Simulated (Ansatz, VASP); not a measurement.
**SnTe: VASP beside Ansatz**

INCAR

```
SYSTEM = SnTe
PREC = Accurate ; ENCUT = 520
EDIFF = 1E-6 ; ISMEAR = -1
SIGMA = 0.1 ; LREAL = .FALSE.
LASPH = .TRUE. ; NELM = 60
ALGO = Normal ; ISIF = 2
LWAVE = .FALSE. ; LCHARG = .FALSE.
GGA = PE ; NBANDS = 17
```

File KPOINTS:

```
regular mesh
0
G
  13 13 13
  0 0 0
```

POSCAR

```
SnTe
1.0
    0.0000000000      2.9743986052      2.9743986052
    2.9743986052      0.0000000000      2.9743986052
    2.9743986052      2.9743986052      0.0000000000
Sn Te
1 1
Direct
    0.0000000000      0.0000000000      0.0000000000
    0.5000000000      0.5000000000      0.5000000000
```

Input for Ansatz:

```yaml
crystal:
  lattice:
    - [0.0, 2.9743986052, 2.9743986052]
    - [2.9743986052, 0.0, 2.9743986052]
    - [2.9743986052, 2.9743986052, 0.0]
  atoms:
    - { symbol: Sn, position: [0.0, 0.0, 0.0] }
    - { symbol: Te, position: [0.5, 0.5, 0.5] }
kpoints:
  mp_grid: { grid: [13, 13, 13] }
scf:
  occupations: { method: fermi_dirac, width: 0.1 }
hamiltonian:
  xc: pbe
  pseudopotentials: { kind: all_electron, datasets: crystal }
output:
  forces: true
  stress: true
  eigenvalues: true
```

Change from the starting cell: volume scaled by 0.8, crystal datasets.

Alike in both runs: task single point; functional PBE; k mesh 13 × 13 × 13; occupations fermi-dirac, width 0.1 eV; no spin polarisation.

|  | VASP | Ansatz |
| --- | --- | --- |
| version | VASP 6.6.1 | Ansatz 0.2.0 |
| potentials or method | VASP PAW PBE potentials, release 64 (Sn_d, Te) | all-electron PAW with datasets made for the crystal, scalar-relativistic |
| plane-wave cutoff (eV) | 520 | see its input |

```csv
,VASP,Ansatz,Ansatz less VASP
pressure (GPa),14.8,14.8,0.00
```

Ansatz ran all-electron here, so the differences hold the error of VASP's frozen core and of both bases.

The runs have no spin-orbit coupling, so splittings on Te are missing.
